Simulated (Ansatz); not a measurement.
# CaF2: band gap under strain

How does strain move the band edges of the known phase of CaF2 with 3 atoms a cell, and do the functionals agree on it? States: +4.2 % equal strain in all directions; -0.7 % strain along z alone.

Program: Ansatz 0.2.0. PAW datasets, plane waves. Computed at 0 K without zero-point motion; spin polarisation is off.

**1. The structure to begin with**

The unstrained cell was relaxed with r2SCAN; in each strained cell the atoms were relaxed again with r2SCAN. Names of k-points are those of the unstrained zone, where strain can split equivalent points. First state: +4.2 % equal strain in all directions.

Space group Fm-3m (No. 225), cubic; a = 5.665 Å in the conventional setting, 15.15 Å³ an atom. Around Ca lie 8 F at 2.45 Å; around F lie 4 Ca at 2.45 Å.

As a file:

```cif
data_structure
_symmetry_space_group_name_H-M 'P 1'
_symmetry_Int_Tables_number 1
_cell_length_a 4.0057
_cell_length_b 4.0057
_cell_length_c 4.0057
_cell_angle_alpha 60.000
_cell_angle_beta 60.000
_cell_angle_gamma 60.000
_cell_volume 45.45
loop_
_atom_site_label
_atom_site_type_symbol
_atom_site_fract_x
_atom_site_fract_y
_atom_site_fract_z
_atom_site_occupancy
Ca1 Ca 0.00000 0.00000 0.00000 1
F1 F 0.25000 0.25000 0.25000 1
F2 F 0.75000 0.75000 0.75000 1
```

**2. +4.2 % equal strain in all directions: PBE**

input.yaml reads:

```yaml
crystal:
  lattice:
    - [0.0, 2.8324559908, 2.8324559908]
    - [2.8324559908, 0.0, 2.8324559908]
    - [2.8324559908, 2.8324559908, 0.0]
  atoms:
    - { symbol: Ca, position: [0.0, 0.0, 0.0] }
    - { symbol: F, position: [0.25, 0.25, 0.25] }
    - { symbol: F, position: [0.75, 0.75, 0.75] }
kpoints:
  mp_grid: { grid: [8, 8, 8] }
  band_path:
    path:
      - [0.0, 0.0, 0.0]
      - [0.5, 0.0, 0.5]
      - [0.625, 0.25, 0.625]
      - [0.375, 0.375, 0.75]
      - [0.5, 0.5, 0.5]
      - [0.5, 0.25, 0.75]
      - [0.0, 0.5, 0.5]
    npoints: 1
hamiltonian:
  xc: pbe
scf:
  occupations: { method: fermi_dirac, width: 0.02 }
  n_extra_bands: 4
output:
  forces: true
  stress: true
  eigenvalues: true
  write_density: true
  write_potential: true
  elf: true
  volumetric_format: npy
```

Launch:

```sh
$ ansatz run input.yaml --threads 4 --pin off --max-ram 3686MiB --backend cpu --events-out ev --progress --plain --runs-dir out
```

After this run come: +4.2 % equal strain in all directions: r2SCAN; +4.2 % equal strain in all directions: HSE06; -0.7 % strain along z alone: PBE; -0.7 % strain along z alone: r2SCAN; -0.7 % strain along z alone: HSE06.

What does the calculation give?

The runs gave:

Least gap in eV (negative: overlap):

```
                                state   PBE  r2SCAN  HSE06
+4.2 % equal strain in all directions  6.67    7.33   8.70
          -0.7 % strain along z alone  7.39    8.04   9.47
```

In words: Where both were run, the HSE06 gap lies +2.03 to +2.08 eV from PBE's, each on its own k points. In PBE the gap is least under +4.2 % equal strain in all directions (6.67 eV) and largest under -0.7 % strain along z alone (7.39 eV).
